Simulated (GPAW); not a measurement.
# Sn (I4/mmm) in GPAW: reference runs

Aim: a first look at Sn with PBEsol, on the cell as given and on a disturbed one.

Program: GPAW 26.7.0. These are calculated values, not measurements. Logs are shortened: lines on timing, memory, paths and dates and some standing lists are left out, and cuts for length are marked. The log counts tension as positive stress, the text compression.

### Step 1. The crystal as given

The structure is tetragonal, space group I4/mmm (No. 139). The conventional cell has a = 4.058 Å, b = 4.058 Å, c = 3.322 Å, α = 90.00°, β = 90.00°, γ = 90.00°. Sn (site symmetry 4/mmm) is surrounded by 10 Sn at 3.32 Å.

This isn't the form of Sn at room conditions, which is tetragonal (white tin).

### Step 2. Single point, PBEsol

run.py

```python
from ase import Atoms
from ase.dft.bandgap import bandgap
from ase.io import write
from ase.units import GPa
from gpaw import GPAW, PW, setup_paths

setup_paths.insert(0, '.')

atoms = Atoms(['Sn'],
              cell=[[-2.029189411, 2.029189411, 1.6607599896],
                    [2.029189411, -2.029189411, 1.6607599896],
                    [2.029189411, 2.029189411, -1.6607599896]],
              scaled_positions=[[0.0, 0.0, 0.0]],
              pbc=True)

calc = GPAW(mode=PW(600),
            xc='PBEsol',
            kpts={'size': (10, 10, 10), 'gamma': True},
            occupations={'name': 'fermi-dirac', 'width': 0.05},
            nbands=14,
            convergence={'density': 1e-05, 'energy': 1e-05},
            maxiter=150,
            txt='gpaw.txt')
atoms.calc = calc
energy = atoms.get_potential_energy()
forces = atoms.get_forces()
stress = atoms.get_stress()
calc.write('gs.gpw')
write('result.traj', atoms)
print(f'Energy: {energy:.6f} eV')
print('Forces (eV/A):')
print(forces.round(4))
print('Stress (GPa):', (stress / GPa).round(3))
print('Fermi level:', round(calc.get_fermi_level(), 4), 'eV')
print(f'Gap: {bandgap(calc)[0]:.4f} eV, direct: {bandgap(calc, direct=True)[0]:.4f} eV')
```

Potentials or basis: PAW data sets generated in the run's folder for this functional, pw.

On the command line:

```sh
> gpaw-setup -f PBEsol Sn
> OMP_NUM_THREADS=1 python run.py
```

gpaw.txt:

```text
__  _  _
 | _ |_)|_||  |
 |__||  | ||/\| - 26.7.0

Input parameters:
  mode=PW(ecut=600.0),
  convergence={'density': 1e-05, 'energy': 1e-05},
  kpts=MonkhorstPack(size=(10, 10, 10), gamma=True),
  maxiter=150,
  nbands=14,
  occupations=Occupations(name='fermi-dirac', width=0.05),
  xc=XC(name='PBEsol')

Diagonalizing LCAO Hamiltonian
Converting LCAO to pw mode

       Sn

Atoms  # Å, Bohr magnetons
|   | symbol |        x |        y |        z |    initial magnetic moments |
|---|--------|----------|----------|----------|-----------------------------|
| 0 |     Sn | 0.000000 | 0.000000 | 0.000000 | ( 0.0000,  0.0000,  0.0000) |

Unit cell  # Å
| periodic |         x |         y |         z |  lengths |     angles |
|----------|-----------|-----------|-----------|----------|------------|
|      yes | -2.029189 |  2.029189 |  1.660760 | 3.315621 | 104.530205 |
|      yes |  2.029189 | -2.029189 |  1.660760 | 3.315621 | 104.530205 |
|      yes |  2.029189 |  2.029189 | -1.660760 | 3.315621 | 119.882259 |

Number of symmetries: 16
Symmetry operations  # r_c * U_cc + t_c -> r_c
|    | kind |            matrix            |
|----|------|------------------------------|
|  0 |  σ   |  1, 1, 1,  0, 0,-1,  0,-1, 0 |
|  1 |  C4  |  1, 1, 1,  0, 0,-1, -1, 0, 0 |
|  2 |  E   |  1, 0, 0,  0, 1, 0,  0, 0, 1 |
|  3 |  σ   |  1, 0, 0,  0, 1, 0, -1,-1,-1 |
|  4 |  σ   |  0, 1, 0,  1, 0, 0,  0, 0, 1 |
|  5 |  C2  |  0, 1, 0,  1, 0, 0, -1,-1,-1 |
|  6 |  C2  |  0, 0, 1, -1,-1,-1,  1, 0, 0 |
|  7 |  S4  |  0, 0, 1, -1,-1,-1,  0, 1, 0 |
|  8 |  C4  |  0, 0,-1,  1, 1, 1,  0,-1, 0 |
|  9 |  σ   |  0, 0,-1,  1, 1, 1, -1, 0, 0 |
| 10 |  σ   |  0,-1, 0, -1, 0, 0,  1, 1, 1 |
| 11 |  C2  |  0,-1, 0, -1, 0, 0,  0, 0,-1 |
| 12 |  C2  | -1, 0, 0,  0,-1, 0,  1, 1, 1 |
| 13 |  i   | -1, 0, 0,  0,-1, 0,  0, 0,-1 |
| 14 |  S4  | -1,-1,-1,  0, 0, 1,  1, 0, 0 |
| 15 |  C2  | -1,-1,-1,  0, 0, 1,  0, 1, 0 |

BZ-sampling:
  Number of BZ points: 1000
  Number of IBZ points: 102

  Monkhorst-Pack size: [10, 10, 10]
  Monkhorst-Pack shift: [0.05, 0.05, 0.05]

K-points  # in reciprocal-cell coordinates
|     |                                coordinates |     weight |
|-----|--------------------------------------------|------------|
|   0 | (  0.00000000,   0.00000000,   0.00000000) | 0.00100000 |
|   1 | (  0.10000000,  -0.10000000,   0.00000000) | 0.00400000 |
|   2 | (  0.10000000,  -0.10000000,   0.10000000) | 0.00400000 |
|   3 | (  0.10000000,   0.00000000,   0.00000000) | 0.00800000 |
|   4 | (  0.10000000,   0.10000000,  -0.10000000) | 0.00200000 |
|   5 | (  0.20000000,  -0.20000000,   0.00000000) | 0.00400000 |
|   6 | (  0.20000000,  -0.20000000,   0.10000000) | 0.00800000 |
|   7 | (  0.20000000,  -0.20000000,   0.20000000) | 0.00400000 |
|   8 | (  0.20000000,  -0.10000000,   0.00000000) | 0.01600000 |
|   9 | (  0.20000000,  -0.10000000,   0.10000000) | 0.00800000 |
| ... |                                            |            |
| 101 | (  0.50000000,   0.50000000,   0.50000000) | 0.00100000 |

Plane wave coefficients: 937
Cutoff: 600.0 eV

Spin-components: 1 (collinear spins)
Bands:           14
Projectors:      6
Spin-degeneracy: 2
Datatype:        complex128

Parallelization:
  kpt:    1
  domain: 1
  band:   1

Density:
  Valence electrons: 14.0
  Components: 1
  Grid points: [20 20 20]
  Charge: 0.0  # |e|

Potential:
  Grid points: [20 20 20]

species:
  Sn:
    name:    Tin
    Z:       50.0
    valence: 14
    core:    36
    charge:  0.0  # [|e|]
    compensation charges:
      type: gauss
      rc: 0.38  # [Å]
      lmax: 2
    cutoffs:
      filter: 2.23  # [Å]
      core: 2.35  # [Å]
    projectors
    | kind |    occ | energy [eV] | rcut [Å] |
    |------|--------|-------------|----------|
    |   5s |  2.000 |     -10.584 |    1.201 |
    |   5p |  2.000 |      -3.711 |    1.270 |
    |   4d | 10.000 |     -25.798 |    1.185 |
    |    s |        |      16.628 |    1.201 |
    |    p |        |      23.501 |    1.270 |
    |    d |        |       1.413 |    1.185 |

    Using partial waves for Sn as LCAO basis

Reference energy: -167935.903346  # eV

eigensolver:
  PPCG
  Converge bands: occupied
  niter=2

density mixing:
  MSR1-Mixer
  Pratt-step length: 0.05
  Maximum mixing coefficient: 0.75
  Old densities: 10
  SVD Regularization: 0.005
  Good broyden scale: 1.0
  Trust region scale: 1.0
  Backstep threshold: 4.0
  History deletion threshold: 6.0
  Fourier metric: weight=20.0, sigma=0.015

occupation numbers:
  Fermi-Dirac:
    width: 0.0500  # eV

poisson solver:
  ecut: 4800.0  # eV

xc functional:
  name: PBEsol with 2 nearest neighbor stencil

convergence criteria:
- Maximum integral of absolute [dens]ity change: 1e-05 electrons / valence electron
- Maximum [total energy] change in last 3 cyles: 1e-05 eV / valence electron
- Maximum integral of absolute [eigenst]ate change: 4e-08 eV^2 / valence electron
maximum number of iterations: 150

SCF iterations
|iter     | |      energy | eigst |  dens |
|---------|-|-------------|-------|-------|
|iter:   1| |   -4.443017 | -0.15 |       |
|iter:   2| |   -4.441855 | -2.70 | -1.74 |
|iter:   3| |   -4.428370 | -2.89 | -1.77 |
|iter:   4| |   -4.428344 | -3.90 | -2.34 |
|iter:   5| |   -4.428408c| -5.09 | -2.97 |
|iter:   6| |   -4.428413c| -6.36 | -3.82 |
|iter:   7| |   -4.428413c| -7.52c| -4.53 |
|iter:   8| |   -4.428413c| -8.08c| -5.16c|

Converged in 8 steps
Energy contributions relative to reference atoms: (reference = -167935.903346)

Energy contributions:
  Kinetic:           3.020969
  Coulomb:          -3.068255
  Zero:             -0.006355
  External:          0.000000
  Xc:               -4.372408
  Entropy:          -0.004729
  Spinorbit:         0.000000
  ----------------------------
  Free energy:      -4.430778
  Extrapolated:     -4.428413

dipole moment: (-6.885559, -6.885559, -5.635384)  # |e|*Ang

Fermi level: 6.922
Eigenvalues  # (at kpt = [0.000, 0.000, 0.000])
| band index |      eig [eV] | occ [0-2] |
|------------|---------------|-----------|
|          0 |       -14.489 |     2.000 |
|          1 |       -14.413 |     2.000 |
|          2 |       -14.413 |     2.000 |
|          3 |       -14.410 |     2.000 |
|          4 |       -14.295 |     2.000 |
|          5 |        -4.069 |     2.000 |
|          6 |        13.712 |     0.000 |
|          7 |        13.712 |     0.000 |
|          8 |        16.255 |     0.000 |
|          9 |        17.222 |     0.000 |
|         10 |        18.332 |     0.000 |
|         11 |        19.611 |     0.000 |
|         12 |        19.611 |     0.000 |
|         13 |        21.541 |     0.000 |

No gap
No difference between direct/indirect transitions

Forces  # eV/Ang
|       x |       y |        z |
|---------|---------|----------|
| 0.00000 | 0.00000 | -0.00000 |  # Sn   0

Stress tensor  # eV/Ang^3
|        x |        y |        z |
|----------|----------|----------|
| 0.015586 | 0.000000 | 0.000000 |
| 0.000000 | 0.015586 | 0.000000 |
| 0.000000 | 0.000000 | 0.009198 |

# Writing to gs.gpw (mode='')
```

Run time: 19 s. Hardware: 1 thread of Arm Neoverse V1, shared host; peak memory 0.16 GiB.

What came out:

```
Free energy            : -4.4308 eV
Pressure               : -2.2 GPa
Band gap on the k mesh : none (metal or under the smearing width)
```

Levels at points of the mesh, in eV from the Fermi level:
| k point | band 5 | band 6 | band 7 | band 8 | band 9 | band 10 |
| --- | --- | --- | --- | --- | --- | --- |
| (0.00, 0.00, 0.00) | -21.22 | -10.99 | 6.79 | 6.79 | 9.33 | 10.30 |
| (0.50, 0.00, 0.50) | -21.17 | -5.71 | -4.12 | 3.10 | 4.35 | 7.22 |
| (0.50, 0.50, 0.00) | -21.18 | -7.22 | -4.64 | 5.81 | 7.77 | 10.42 |
| (0.50, 0.50, 0.50) | -21.16 | -3.35 | -1.53 | -1.53 | 2.55 | 3.09 |

### Step 3. Single point, PBEsol (cell strained at random at fixed volume)

run.py, as its differences from that of step 2:

```diff
@@ -9,6 +9,6 @@
 atoms = Atoms(['Sn'],
-              cell=[[-2.029189411, 2.029189411, 1.6607599896],
-                    [2.029189411, -2.029189411, 1.6607599896],
-                    [2.029189411, 2.029189411, -1.6607599896]],
-              scaled_positions=[[0.0, 0.0, 0.0]],
+              cell=[[-1.969227, 2.056227, 1.622007],
+                    [2.044546, -2.0389, 1.692864],
+                    [1.978548, 2.048221, -1.600837]],
+              scaled_positions=[[0.008151, 0.001132, -0.000622]],
               pbc=True)
```

Potentials or basis: PAW data sets generated in the run's folder for this functional, pw.

On the command line:

```sh
> gpaw-setup -f PBEsol Sn
> OMP_NUM_THREADS=1 python run.py
```

gpaw.txt:

```text
__  _  _
 | _ |_)|_||  |
 |__||  | ||/\| - 26.7.0

Input parameters:
  mode=PW(ecut=600.0),
  convergence={'density': 1e-05, 'energy': 1e-05},
  kpts=MonkhorstPack(size=(10, 10, 10), gamma=True),
  maxiter=150,
  nbands=14,
  occupations=Occupations(name='fermi-dirac', width=0.05),
  xc=XC(name='PBEsol')

Diagonalizing LCAO Hamiltonian
Converting LCAO to pw mode

       Sn

Atoms  # Å, Bohr magnetons
|   | symbol |         x |        y |        z |    initial magnetic moments |
|---|--------|-----------|----------|----------|-----------------------------|
| 0 |     Sn | -0.014967 | 0.013178 | 0.016133 | ( 0.0000,  0.0000,  0.0000) |

Unit cell  # Å
| periodic |         x |         y |         z |  lengths |     angles |
|----------|-----------|-----------|-----------|----------|------------|
|      yes | -1.969227 |  2.056227 |  1.622007 | 3.276710 | 105.058622 |
|      yes |  2.044546 | -2.038900 |  1.692864 | 3.347099 | 102.304156 |
|      yes |  1.978548 |  2.048221 | -1.600837 | 3.266885 | 119.933923 |

Number of symmetries: 1
Symmetry operations  # r_c * U_cc + t_c -> r_c
|   | kind |            matrix            |
|---|------|------------------------------|
| 0 |  E   |  1, 0, 0,  0, 1, 0,  0, 0, 1 |

BZ-sampling:
  Number of BZ points: 1000
  Number of IBZ points: 504

  Monkhorst-Pack size: [10, 10, 10]
  Monkhorst-Pack shift: [0.05, 0.05, 0.05]

K-points  # in reciprocal-cell coordinates
|     |                                coordinates |     weight |
|-----|--------------------------------------------|------------|
|   0 | (  0.00000000,   0.00000000,   0.00000000) | 0.00100000 |
|   1 | (  0.00000000,   0.00000000,   0.10000000) | 0.00200000 |
|   2 | (  0.00000000,   0.00000000,   0.20000000) | 0.00200000 |
|   3 | (  0.00000000,   0.00000000,   0.30000000) | 0.00200000 |
|   4 | (  0.00000000,   0.00000000,   0.40000000) | 0.00200000 |
|   5 | (  0.00000000,   0.00000000,   0.50000000) | 0.00100000 |
|   6 | (  0.00000000,   0.10000000,  -0.40000000) | 0.00200000 |
|   7 | (  0.00000000,   0.10000000,  -0.30000000) | 0.00200000 |
|   8 | (  0.00000000,   0.10000000,  -0.20000000) | 0.00200000 |
|   9 | (  0.00000000,   0.10000000,  -0.10000000) | 0.00200000 |
| ... |                                            |            |
| 503 | (  0.50000000,   0.50000000,   0.50000000) | 0.00100000 |

Plane wave coefficients: 932
Cutoff: 600.0 eV

Spin-components: 1 (collinear spins)
Bands:           14
Projectors:      6
Spin-degeneracy: 2
Datatype:        complex128

Parallelization:
  kpt:    1
  domain: 1
  band:   1

Density:
  Valence electrons: 14.0
  Components: 1
  Grid points: [20 20 20]
  Charge: 0.0  # |e|

Potential:
  Grid points: [20 20 20]

species:
  Sn:
    name:    Tin
    Z:       50.0
    valence: 14
    core:    36
    charge:  0.0  # [|e|]
    compensation charges:
      type: gauss
      rc: 0.38  # [Å]
      lmax: 2
    cutoffs:
      filter: 2.23  # [Å]
      core: 2.35  # [Å]
    projectors
    | kind |    occ | energy [eV] | rcut [Å] |
    |------|--------|-------------|----------|
    |   5s |  2.000 |     -10.584 |    1.201 |
    |   5p |  2.000 |      -3.711 |    1.270 |
    |   4d | 10.000 |     -25.798 |    1.185 |
    |    s |        |      16.628 |    1.201 |
    |    p |        |      23.501 |    1.270 |
    |    d |        |       1.413 |    1.185 |

    Using partial waves for Sn as LCAO basis

Reference energy: -167935.903346  # eV

eigensolver:
  PPCG
  Converge bands: occupied
  niter=2

density mixing:
  MSR1-Mixer
  Pratt-step length: 0.05
  Maximum mixing coefficient: 0.75
  Old densities: 10
  SVD Regularization: 0.005
  Good broyden scale: 1.0
  Trust region scale: 1.0
  Backstep threshold: 4.0
  History deletion threshold: 6.0
  Fourier metric: weight=20.0, sigma=0.015

occupation numbers:
  Fermi-Dirac:
    width: 0.0500  # eV

poisson solver:
  ecut: 4800.0  # eV

xc functional:
  name: PBEsol with 2 nearest neighbor stencil

convergence criteria:
- Maximum integral of absolute [dens]ity change: 1e-05 electrons / valence electron
- Maximum [total energy] change in last 3 cyles: 1e-05 eV / valence electron
- Maximum integral of absolute [eigenst]ate change: 4e-08 eV^2 / valence electron
maximum number of iterations: 150

SCF iterations
|iter     | |      energy | eigst |  dens |
|---------|-|-------------|-------|-------|
|iter:   1| |   -4.441404 | -0.15 |       |
|iter:   2| |   -4.440304 | -2.69 | -1.75 |
|iter:   3| |   -4.427058 | -2.90 | -1.78 |
|iter:   4| |   -4.427033 | -3.86 | -2.33 |
|iter:   5| |   -4.427098c| -4.95 | -2.97 |
|iter:   6| |   -4.427103c| -6.32 | -3.82 |
|iter:   7| |   -4.427104c| -7.49c| -4.53 |
|iter:   8| |   -4.427104c| -8.07c| -5.15c|

Converged in 8 steps
Energy contributions relative to reference atoms: (reference = -167935.903346)

Energy contributions:
  Kinetic:           3.129150
  Coulomb:          -3.162888
  Zero:             -0.006125
  External:          0.000000
  Xc:               -4.385158
  Entropy:          -0.004166
  Spinorbit:         0.000000
  ----------------------------
  Free energy:      -4.429187
  Extrapolated:     -4.427104

dipole moment: (6.320539, 7.011458, -16.532864)  # |e|*Ang

Fermi level: 6.953
Eigenvalues  # (at kpt = [0.000, 0.000, 0.000])
| band index |      eig [eV] | occ [0-2] |
|------------|---------------|-----------|
|          0 |       -14.493 |     2.000 |
|          1 |       -14.420 |     2.000 |
|          2 |       -14.406 |     2.000 |
|          3 |       -14.391 |     2.000 |
|          4 |       -14.292 |     2.000 |
|          5 |        -4.071 |     2.000 |
|          6 |        13.611 |     0.000 |
|          7 |        13.757 |     0.000 |
|          8 |        16.163 |     0.000 |
|          9 |        17.191 |     0.000 |
|         10 |        18.306 |     0.000 |
|         11 |        19.475 |     0.000 |
|         12 |        19.796 |     0.000 |
|         13 |        21.295 |     0.000 |

No gap
No difference between direct/indirect transitions

Forces  # eV/Ang
|       x |       y |        z |
|---------|---------|----------|
| 0.00000 | 0.00000 | -0.00000 |  # Sn   0

Stress tensor  # eV/Ang^3
|        x |        y |        z |
|----------|----------|----------|
| 0.015209 | 0.001060 | 0.001635 |
| 0.001060 | 0.014386 | 0.000486 |
| 0.001635 | 0.000486 | 0.007124 |

# Writing to gs.gpw (mode='')
```

Wall time 80 s (1 thread of Arm Neoverse V1, shared host); peak memory 0.31 GiB.

Results:

```yaml
Free_energy: -4.4292 eV
Pressure: -2.0 GPa
Band_gap_on_the_k_mesh: none (metal or under the smearing width)
```

Levels at points of the mesh, in eV from the Fermi level:
```
           k point  band 4  band 5  band 6  band 7  band 8  band 9  band 10
(0.00, 0.00, 0.00)  -21.34  -21.24  -11.02    6.66    6.80    9.21    10.24
(0.00, 0.00, 0.50)  -21.29  -21.20   -7.29   -4.68    5.82    7.85    10.27
(0.00, 0.50, 0.00)  -21.21  -21.21   -6.03   -4.25    3.31    4.37     7.34
(0.00, 0.50, 0.50)  -21.22  -21.19   -5.70   -4.14    2.92    4.61     6.83
(0.50, 0.00, 0.00)  -21.22  -21.20   -5.85   -4.20    3.11    4.66     7.02
(0.50, 0.00, 0.50)  -21.22  -21.18   -5.32   -3.97    2.61    4.00     6.67
(0.50, 0.50, 0.00)  -21.29  -21.20   -7.23   -4.67    5.68    7.87    10.02
(0.50, 0.50, 0.50)  -21.22  -21.18   -3.40   -1.73   -1.41    2.61     3.06
```
